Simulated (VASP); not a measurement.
A run of VASP 6.6.1:

INCAR

```
SYSTEM = As
PREC     = Accurate       ! precision mode
ENCUT    = 600            ! plane-wave cutoff, eV
EDIFF    = 1E-7           ! SCF threshold, eV
ISMEAR   = 0              ! smearing method
SIGMA    = 0.1            ! smearing width, eV
LREAL    = .False.        ! projectors in reciprocal space
LASPH    = .True.         ! aspherical terms in the spheres
NELM     = 100            ! most SCF steps
ALGO     = Normal         ! electronic algorithm
ISIF     = 3              ! what is computed and relaxed
LWAVE    = .False.        ! write WAVECAR
LCHARG   = .False.        ! write CHGCAR
GGA      = PE             ! functional
IBRION   = 2              ! ionic algorithm
NSW      = 90             ! ionic steps
EDIFFG   = -0.005         ! ionic threshold
```

File KPOINTS:

```
regular mesh
0
Gamma
  15 15 15
  0 0 0
```

File POSCAR:

```
As
1.0
    1.8797500000      1.0852741700      3.4857666700
   -1.8797500000      1.0852741700      3.4857666700
    0.0000000000     -2.1705483400      3.4857666700
As
2
Direct
    0.2275400000      0.2275400000      0.2275400000
    0.7724600000      0.7724600000      0.7724600000
```

Potentials or basis: VASP PAW PBE potentials, release 64 (As).

Run with:

```bash
$ cat potpaw_PBE.64/As/POTCAR > POTCAR
$ mpirun -np 1 vasp_std > vasp.out
```

Hardware: 1 thread of Intel(R) Xeon(R) 6975P-C (Granite Rapids), with other jobs on the host.

Task: How long does it take, and how much memory?

Result: Run time: 6.6 min on 1 thread of Intel(R) Xeon(R) 6975P-C (Granite Rapids), on a shared host, peak memory 0.33 GiB. Counts: scf iterations 86, k points 344, ion steps 11.
